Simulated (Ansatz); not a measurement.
Theory: Ansatz 0.2.0, DFT PBE, scalar-relativistic, plane waves, PAW. Several structures of Mg3Te2 were relaxed, and the powder pattern of one of them was computed from 10° to 70° in 2θ (λ = 1.5406 Å; lines under 1 % are left out).

Cu Kα1 powder pattern (kinematic, no thermal factors).
```json
{"2θ (°)": "12.77", "relative intensity": "9"}
{"2θ (°)": "18.26", "relative intensity": "1"}
{"2θ (°)": "22.34", "relative intensity": "100"}
{"2θ (°)": "25.69", "relative intensity": "15"}
{"2θ (°)": "25.93", "relative intensity": "34"}
{"2θ (°)": "29.00", "relative intensity": "2"}
{"2θ (°)": "31.70", "relative intensity": "4"}
{"2θ (°)": "36.83", "relative intensity": "51"}
{"2θ (°)": "37.00", "relative intensity": "28"}
{"2θ (°)": "39.29", "relative intensity": "2"}
{"2θ (°)": "43.35", "relative intensity": "20"}
{"2θ (°)": "43.65", "relative intensity": "34"}
{"2θ (°)": "45.59", "relative intensity": "12"}
{"2θ (°)": "47.40", "relative intensity": "2"}
{"2θ (°)": "49.50", "relative intensity": "2"}
{"2θ (°)": "52.80", "relative intensity": "3"}
{"2θ (°)": "53.32", "relative intensity": "10"}
{"2θ (°)": "56.34", "relative intensity": "2"}
{"2θ (°)": "58.27", "relative intensity": "16"}
{"2θ (°)": "58.52", "relative intensity": "7"}
{"2θ (°)": "59.74", "relative intensity": "4"}
{"2θ (°)": "60.10", "relative intensity": "5"}
{"2θ (°)": "60.22", "relative intensity": "6"}
{"2θ (°)": "66.22", "relative intensity": "7"}
{"2θ (°)": "66.56", "relative intensity": "18"}
{"2θ (°)": "69.34", "relative intensity": "2"}
```

**Question.** Which structure gives it?
A.

Space group P6/mmm (No. 191). a = 5.833 Å, b = 5.833 Å, c = 6.129 Å, α = 90.00°, β = 90.00°, γ = 120.00°
```csv
atom,site,symmetry,x,y,z
Mg,3g,mmm,0.5000,0.0000,0.5000
Te,2e,6mm,0.0000,0.0000,0.2490
```

B.

Space group P-4m2 (No. 115). a = 4.331 Å, b = 4.331 Å, c = 7.534 Å, α = 90.00°, β = 90.00°, γ = 90.00°
```json
{"atom": "Mg", "site": "2g", "symmetry": "2mm.", "x": "0.0000", "y": "0.5000", "z": "0.3334"}
{"atom": "Mg", "site": "1b", "symmetry": "-4m2", "x": "0.5000", "y": "0.5000", "z": "0.0000"}
{"atom": "Te", "site": "2g", "symmetry": "2mm.", "x": "0.5000", "y": "0.0000", "z": "0.2717"}
```

C.

Space group P-3m1 (No. 164). a = 5.135 Å, b = 5.135 Å, c = 6.188 Å, α = 90.00°, β = 90.00°, γ = 120.00°
```json
{"atom": "Mg", "site": "1a", "symmetry": "-3m.", "x": "0.0000", "y": "0.0000", "z": "0.0000"}
{"atom": "Mg", "site": "2d", "symmetry": "3m.", "x": "0.3333", "y": "0.6667", "z": "0.7221"}
{"atom": "Te", "site": "2d", "symmetry": "3m.", "x": "0.3333", "y": "0.6667", "z": "0.2391"}
```

D.

Space group P4mm (No. 99). a = 4.856 Å, b = 4.856 Å, c = 6.929 Å, α = 90.00°, β = 90.00°, γ = 90.00°
| atom | site | symmetry | x | y | z |
| --- | --- | --- | --- | --- | --- |
| Mg | 2c | 2mm. | 0.5000 | 0.0000 | 0.9936 |
| Mg | 1a | 4mm | 0.0000 | 0.0000 | 0.3184 |
| Te | 1a | 4mm | 0.0000 | 0.0000 | 0.7471 |
| Te | 1b | 4mm | 0.5000 | 0.5000 | 0.2173 |

**Answer.** D. Its strongest line, at 2θ = 22.34°, has d = λ/(2 sin θ) = 3.976 Å and is the (1 0 1) reflection of the conventional P4mm cell with a = 4.856 Å, c = 6.929 Å. The others have their strongest lines at 17.5° (A); 23.7° (B); 24.6° (C).

The cells needn't be stable.
